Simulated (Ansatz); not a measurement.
A run of Ansatz 0.2.0 is set up as follows.

The input input.yaml:

```yaml
crystal:
  lattice:
    - [-3.0335, 3.0335, 2.4385]
    - [3.0335, -3.0335, 2.4385]
    - [3.0335, 3.0335, -2.4385]
  atoms:
    - { symbol: Cu, position: [0.25, 0.25, 0.0] }
    - { symbol: Cu, position: [0.75, 0.75, 0.0] }
    - { symbol: Al, position: [0.3419, 0.1581, 0.5] }
    - { symbol: Al, position: [0.8419, 0.3419, 0.1838] }
    - { symbol: Al, position: [0.6581, 0.8419, 0.5] }
    - { symbol: Al, position: [0.1581, 0.6581, 0.8162] }
hamiltonian:
  xc: blyp
  pseudopotentials: { kind: paw }
kpoints:
  mp_grid: { grid: [7, 7, 7] }
  band_path:
    path:
      - [[0.0, 0.0, 0.0], [0.0, 0.0, 0.5], [-0.5, 0.5, 0.5], [0.0, 0.0, 0.0], [0.4115464914, 0.4115464914, -0.4115464914], [0.25, 0.25, 0.25], [0.0, 0.5, 0.0], [-0.4115464914, 0.5884535086, 0.4115464914], [-0.5, 0.5, 0.5]]
      - [[0.0, 0.0, 0.5], [0.25, 0.25, 0.25]]
    npoints: 14
scf:
  occupations: { method: fermi_dirac, width: 0.05 }
  n_extra_bands: 15
output:
  forces: true
  stress: true
  eigenvalues: true
  fatbands: false
```

Potentials or basis: Ansatz PAW.

The run is started by

```console
$ ansatz run input.yaml --threads 2 --pin off --max-ram 5632MiB --backend cpu --events-out ev --progress --plain --runs-dir out
```

Question: What does it give for the band gap on the k mesh?

Answer: None (metal or under the smearing width).

Question: Estimate the largest force.

Answer: 0.084 eV/Å.

Levels at the corners of the path, in eV from the Fermi level:
```tsv
point	band 22	band 23	band 24	band 25	band 26	band 27
Γ	-2.13	-1.34	-1.22	-1.22	-0.82	-0.66
X	-2.77	-1.47	-1.34	-1.22	-0.75	0.74
M	-3.33	-3.33	-1.88	2.35	2.91	2.91
Γ	-2.13	-1.34	-1.22	-1.22	-0.82	-0.66
Z	-3.36	-3.36	-1.10	1.32	1.72	1.72
P	-3.84	0.25	0.25	0.71	0.71	1.88
N	-3.18	-2.67	-2.67	0.13	0.13	3.93
Z1	-3.36	-3.36	-1.10	1.32	1.72	1.72
M	-3.33	-3.33	-1.88	2.35	2.91	2.91
X	-2.77	-1.47	-1.34	-1.22	-0.75	0.74
P	-3.84	0.25	0.25	0.71	0.71	1.88
```

Caveat: the PAW data sets come from PBE, with cores solved anew for the run's functional, which leaves a small shift of forces and pressure.
